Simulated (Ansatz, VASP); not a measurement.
## Two plane-wave programs on Ta3N

```
CELL_PARAMETERS angstrom
3.03222 0.00000 0.00000
-1.51611 2.62598 0.00000
0.00000 0.00000 7.52414
ATOMIC_POSITIONS crystal
Ta 0.67856 0.35183 0.82240
Ta 0.34771 0.66490 0.17549
Ta 0.99945 0.00065 0.49519
N 0.99628 0.01546 0.99323
```

Change from the starting cell: atoms moved at random, drawn with an rms of 0.05 Å.

Alike in both runs: task single point; functional PBE; k mesh 10 × 10 × 4; occupations fermi-dirac, width 0.05 eV; no spin polarisation.

```csv
,VASP,Ansatz
version,VASP 6.6.1,Ansatz 0.2.0
potentials or method,"VASP PAW PBE potentials, release 64 (Ta_pv, N)",Ansatz PAW
plane-wave cutoff (eV),520,420
valence electrons in the cell,38,44
```

Ansatz gave:

- gap on the k mesh at the Fermi level (eV): none
- pressure (GPa): -0.9
- largest component of the traceless stress (GPa): 1.46
- rms of the force components (eV/Å): 0.398

Which values does VASP return?

gap on the k mesh at the Fermi level (eV): none; pressure (GPa): -0.6; largest component of the traceless stress (GPa): 1.46; rms of the force components (eV/Å): 0.393.

Atom by atom the forces differ by 0.019 eV/Å (rms over components). A gap of «none» marks a metal or a gap that the smearing closes. The two sets of potentials don't hold the same shells in valence.

Spin-orbit coupling is left out, which matters for the levels of Ta.
